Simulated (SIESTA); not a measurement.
BN:

```
CELL_PARAMETERS angstrom
0.00000 1.81300 1.81300
1.81300 0.00000 1.81300
1.81300 1.81300 0.00000
ATOMIC_POSITIONS crystal
N 0.25000 0.25000 0.25000
B 0.00000 0.00000 0.00000
```

The cell is a database's computed one.

Program: SIESTA 5.4.2. Alike in all runs: task band structure; level PBE; no spin polarisation; cell as given; k mesh 13 × 13 × 13; smearing fermi-dirac 0.05 eV; grid cutoff 800 Ry; energy shift 0.003 Ry. Hardware: 1 thread of AMD EPYC 7R43 64-Core Processor (Zen 3) (shared host).

Order these runs on this cell by their wall time, lowest first.
A. potentials or basis PseudoDojo 0.4 standard (PBE files), DZ (energy shift 0.003 Ry)
B. potentials or basis PseudoDojo 0.4 standard (PBE files), TZDP (energy shift 0.003 Ry)
C. potentials or basis PseudoDojo 0.4 standard (PBE files), SZP (energy shift 0.003 Ry)

A (38 s), C (84 s), B (380 s).

Caveats: the basis has no polarisation orbitals (some runs).
